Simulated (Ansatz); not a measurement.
**AlN: projected DOS by orbital**

```
CELL_PARAMETERS angstrom
0.00000 1.97800 1.97800
1.97800 0.00000 1.97800
1.97800 1.97800 0.00000
ATOMIC_POSITIONS crystal
Al 0.00000 0.00000 0.00000
N 0.50000 0.50000 0.50000
```

Atom numbers follow the list: Al1, N2.

The geometry is COD entry 1523095, unchecked; take it as a test cell.

Theory: Ansatz 0.2.0, DFT, PBE, all-electron LAPW, scalar-relativistic.

The runs use a Γ-centred 10×10×10 k mesh, Fermi–Dirac smearing of 0.02 eV, basis error target 1 meV/atom, no spin polarisation.

States per eV for one atom of each kind, in 0.4 eV bins named by their centres, from the valence-band top, projected on a minimal set of Löwdin-orthogonalised atomic shells; orbitals are real harmonics on the Cartesian axes, equal curves share a column, and empty bins are left out, as is all above 10.1 eV, near the top of the computed bands.

Al1 3p:

```
# E all pz=px=py
-8.1 0.02 0.01
-7.7 0.05 0.02
-7.3 0.18 0.06
-6.9 0.26 0.09
-6.5 0.12 0.04
-6.1 0.03 0.01
-5.7 0.07 0.02
-5.3 0.10 0.03
-4.9 0.12 0.04
-4.5 0.11 0.04
-4.1 0.10 0.03
-3.7 0.11 0.04
-3.3 0.12 0.04
-2.9 0.16 0.05
-2.5 0.14 0.05
-2.1 0.12 0.04
-1.7 0.09 0.03
-1.3 0.06 0.02
-0.9 0.03 0.01
-0.5 0.02 0.01
5.9 0.01 0.00
6.3 0.03 0.01
6.7 0.07 0.02
7.1 0.15 0.05
7.5 0.28 0.09
7.9 0.42 0.14
8.3 0.39 0.13
8.7 0.20 0.07
9.1 0.11 0.04
9.5 0.08 0.03
9.9 0.31 0.10
```

N2 2p:

```
# E all pz=px=py
-8.5 0.04 0.01
-8.1 0.15 0.05
-7.7 0.24 0.08
-7.3 0.50 0.17
-6.9 0.74 0.25
-6.5 0.44 0.15
-6.1 0.21 0.07
-5.7 0.30 0.10
-5.3 0.36 0.12
-4.9 0.40 0.13
-4.5 0.40 0.13
-4.1 0.40 0.13
-3.7 0.49 0.16
-3.3 0.64 0.21
-2.9 0.91 0.30
-2.5 0.95 0.32
-2.1 0.99 0.33
-1.7 1.08 0.36
-1.3 1.05 0.35
-0.9 0.63 0.21
-0.5 0.37 0.12
-0.1 0.10 0.03
6.3 0.01 0.00
6.7 0.02 0.01
7.1 0.03 0.01
7.5 0.06 0.02
7.9 0.11 0.04
8.3 0.13 0.04
8.7 0.09 0.03
9.1 0.06 0.02
9.5 0.07 0.02
9.9 0.14 0.05
```

Al1 3s:

```
# E all
-8.5 0.02
-8.1 0.06
-7.7 0.07
-7.3 0.10
-6.9 0.12
-6.5 0.07
-6.1 0.04
-5.7 0.04
-5.3 0.04
-4.9 0.03
-4.5 0.03
-4.1 0.02
-3.7 0.03
-3.3 0.04
-2.9 0.05
-2.5 0.03
-2.1 0.02
-1.7 0.01
-1.3 0.01
5.5 0.02
5.9 0.07
6.3 0.11
6.7 0.14
7.1 0.15
7.5 0.19
7.9 0.25
8.3 0.29
8.7 0.22
9.1 0.14
9.5 0.13
9.9 0.24
```

N2 2s:

```
# E all
-7.7 0.01
-7.3 0.03
-6.9 0.07
-6.5 0.06
-6.1 0.05
-5.7 0.05
-5.3 0.04
-4.9 0.04
-4.5 0.04
-4.1 0.03
-3.7 0.03
-3.3 0.03
-2.9 0.02
-2.5 0.02
-2.1 0.02
-1.7 0.01
-1.3 0.01
5.9 0.01
6.3 0.01
6.7 0.03
7.1 0.08
7.5 0.16
7.9 0.25
8.3 0.22
8.7 0.10
9.1 0.05
9.5 0.02
9.9 0.04
```
